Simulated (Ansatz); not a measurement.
Method: DFT PBE, scalar-relativistic, plane waves, PAW in Ansatz. Settings: cutoff 420 eV, Γ-centred meshes spaced at most about 0.3 Å⁻¹, and about 0.25 Å⁻¹ or finer for metals (2π included), Gaussian smearing. No spin polarisation.

All energies are static (0 K, no zero-point motion).

Two forms of InGa3P4 were relaxed alike.

A.

```
CELL_PARAMETERS angstrom
3.72451 -5.26775 0.00000
3.72451 5.26775 0.00000
0.00000 0.00000 3.71059
ATOMIC_POSITIONS crystal
In 0.00000 0.00000 0.50000
Ga 0.00000 0.50000 0.00000
Ga 0.50000 0.50000 0.50000
Ga 0.50000 0.00000 0.00000
P 0.73425 0.73425 0.00000
P 0.74283 0.25717 0.50000
P 0.25717 0.74283 0.50000
P 0.26575 0.26575 0.00000
```

B.

```
CELL_PARAMETERS angstrom
5.62090 0.00000 0.00000
0.00000 5.62090 0.00000
0.00000 0.00000 5.62090
ATOMIC_POSITIONS crystal
In 0.50000 0.50000 0.50000
Ga 0.00000 0.00000 0.50000
Ga 0.00000 0.50000 0.00000
Ga 0.50000 0.00000 0.00000
P 0.76001 0.76001 0.76001
P 0.76001 0.23999 0.23999
P 0.23999 0.76001 0.23999
P 0.23999 0.23999 0.76001
```

Question: Which is lower in energy, and by how much?

Answer: B is lower, by 0.37 eV/atom. A has In and Ga ordered on rock salt sites, space group Cmmm (No. 65), 18.2 Å³/atom and no gap on its mesh; B has In and Ga ordered on zinc blende sites, space group P-43m (No. 215), 22.2 Å³/atom and a gap of 1.05 eV. Counting P atoms around Ga and In (those within 1.25 times the shortest such distance or 1.15 times the sum of covalent radii), A has In 6, Ga 6 and B has In 4, Ga 4. The lower one is the more open, so pressure narrows the difference. In A, In is surrounded by 6 P at 2.71 Å; Ga on a site of symmetry 2/m has 6 P at 2.63–2.64 Å; P on a site of symmetry 2mm has 4 Ga at 2.55–2.64 Å and 2 In at 2.71 Å; 2 more sites not described. In B, In has 4 P at 2.53 Å; Ga is surrounded by 4 P at 2.40 Å; P has 3 Ga at 2.40 Å and 1 In at 2.53 Å. Both come from invented guesses.

Kohn–Sham gaps at this level usually fall short of measured ones. Cells relaxed within their symmetry can be saddle points.
